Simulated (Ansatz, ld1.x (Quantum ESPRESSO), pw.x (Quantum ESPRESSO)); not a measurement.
# S (Z = 16): one change to the TM potential, in the atom and in the fcc crystal

- Element: sulfur
- Generator: ld1.x (Quantum ESPRESSO) 7.5
- Type: norm-conserving Troullier–Martins (Kleinman–Bylander form)
- Functional: PBE
- Relativity: scalar-relativistic
- Frozen core: [Ne]
- Valence charge: 6
- Reference configuration: 3s2 3p4
- Partial waves: 3s (bound): rc 1.45 bohr; 3p (bound): rc 1.70 bohr
- Local potential: all-electron potential smoothed inside 1.20 bohr (lloc = -1)
- Core correction: Bessel-smoothed model core inside 1.30 bohr

Change: all radii but the core radius scaled by about 1.40 (s 2.02, p 2.38 bohr); local potential all-electron potential smoothed inside 1.68 bohr (lloc = -1).

Cutoffs, loose and tight: the cutoffs (Ry, on a coarse ladder) from which the occupation-weighted sum of valence levels, in a spherical-Bessel basis at the reference potential, stays within 10 and 1 mRy of its value at 400 Ry. They do not see the model core or the augmentation charge, which bear on the density cutoff. Test errors are all-electron minus pseudo excitation energies from the reference, over the configurations 3s2 3p3; 3s2 3p2; 3s2 3p1; 3s1 3p5; 3s2 3p0; 3s0 3p6; 3s1 3p4; variants that change the core or the reference have their own tests.

Crystal test: fcc S in pw.x 7.5, no spin, 14³ k-points, Fermi–Dirac smearing 0.01 Ry, cutoffs set for each file from its atomic test. The reference is all-electron LAPW (Ansatz 0.2.0) with the same functional, mesh and smearing; V0 and B0 come from Birch–Murnaghan fits to the pressures at five volumes. Errors are pseudo minus all-electron; Δ is the rms difference of the E(V) curves that follow from these fits, minima aligned, over ±6 % about the mean V0. Mesh and smearing are coarse, so the numbers serve the comparison and aren't converged zero-temperature values; the lattice is a test structure that the element need not adopt.

All-electron: a0 = 3.994 Å (V0 = 15.92 Å³/atom), B0 = 76.3 GPa.

**Question.** Does the change bring the crystal closer to the all-electron result?

**Answer.** The mean pressure error goes from +2.15 to +3.91 GPa, so the change moves the solid further from the all-electron pressures.

```csv
quantity,base,changed
outcome (atom),generated,generated
"cutoff, loose (atom)",30 Ry,18 Ry
"cutoff, tight (atom)",60 Ry,40 Ry
bound ghosts (atom),none,none
largest test error (meV) (atom),+264,+339
cutoffs in pw.x (Ry),75/300,50/200
a0 (Å),4.029,4.056
a0 error (%),+0.89,+1.57
B0 error (%),-0.8,-1.5
Δ (meV/atom),7.2,12.6
mean pressure error (GPa),+2.15,+3.91
```

Base: This is a poor potential for the solid. Changed file: This is a poor potential for the solid.
